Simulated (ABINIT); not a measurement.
Here is an ABINIT 10.8.3 (patched build) calculation.

run.abi

```
# Datasets: one volume each
ndtset 7
scalecart1 3*0.9795861087
scalecart2 3*0.9864848297
scalecart3 3*0.9932883884
scalecart4 3*1.0000000000
scalecart5 3*1.0066227096
scalecart6 3*1.0131594038
scalecart7 3*1.0196128224

# Pseudopotentials
pp_dirpath "./"
pseudos "Cu.GGA_PBE-JTH.xml, O.GGA_PBE-JTH.xml"

# Structure
acell 5.4811209356 5.4811209356 9.692027348
rprim
     0.8073996500    -0.5900049196     0.0000000000
     0.8073996500     0.5900049196     0.0000000000
    -0.1657361228     0.0000000000     0.9861701362
ntypat 2
znucl 29 8
natom 4
typat 1 1 2 2
xred
     0.5000000000     0.0000000000     0.5000000000
     0.0000000000     0.5000000000     0.0000000000
     0.4184000000     0.5816000000     0.7500000000
     0.5816000000     0.4184000000     0.2500000000
chkprim 0
chksymtnons 0
tolsym 1.0e-6

# Plane-wave basis
ecut 26.0
pawecutdg 48.0
pawxcdev 0

# k points
kptopt 1
ngkpt 10 10 5
nshiftk 1
shiftk 0.0 0.0 0.0

# Exchange and correlation
ixc 11

# Bands and occupations
nband 30
occopt 3
tsmear 0.00183747

# SCF cycle
nstep 100
tolvrs 1.0e-9

# Output
iomode 3
prtwf 0
prtden 0
prteig 0
prtebands 0
enunit 2
```

Potentials or basis: JTH PAW PBE v2.0.

Command:

```bash
$ mpirun --bind-to none -np 4 abinit run.abi > log 2>&1
```

**Question.** Predict the bulk modulus at fixed shape and positions.

**Answer.** 163 GPa.

**Question.** Estimate the equilibrium volume.

**Answer.** 10.49 Å³/atom.

Energy against volume, from the lowest point:
| volume (Å³/atom) | energy (meV/atom) |
| --- | --- |
| 9.527 | 53.49 |
| 9.730 | 31.98 |
| 9.932 | 16.41 |
| 10.135 | 6.29 |
| 10.338 | 0.99 |
| 10.540 | 0.00 |
| 10.743 | 2.88 |

Caveat: pressures at fixed basis lie under the slope of the energies; the cell was scaled at fixed shape and fractional positions, which overstates the stiffness of a crystal with free parameters, most of all of layers and chains; the run has no spin polarisation, though such a crystal can be magnetic.
